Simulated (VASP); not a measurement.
Crystal: AgCl (Chlorargyrite).

```xyz
2
Lattice="0.0000 2.7225 2.7225 2.7225 0.0000 2.7225 2.7225 2.7225 0.0000" Properties=species:S:1:pos:R:3 pbc="T T T"
Ag    0.0000    0.0000    0.0000
Cl    2.7225    2.7225    2.7225
```

Base run:

| Item | Value |
| --- | --- |
| Program | VASP 6.6.1 |
| Functional | PBE0 |
| Potentials or basis | VASP PAW PBE potentials, release 64 (Ag, Cl) |
| Cutoff | 520 eV |
| k mesh | 6 × 6 × 6 |
| Occupations | gaussian, width 0.03 eV |
| Spin | no spin polarisation |

Its results: band gap on the k mesh 3.07 eV, indirect (least direct gap 5.57 eV); pressure 4.2 GPa.

Question: The run is repeated on the same cell with these changes: functional from PBE0 to HSE06. What comes out?

Answer: Band gap on the k mesh 2.40 eV, indirect (least direct gap 4.89 eV); pressure 4.3 GPa.

Caveats: the PAW data sets were made with another functional, which shifts forces and pressure a little.
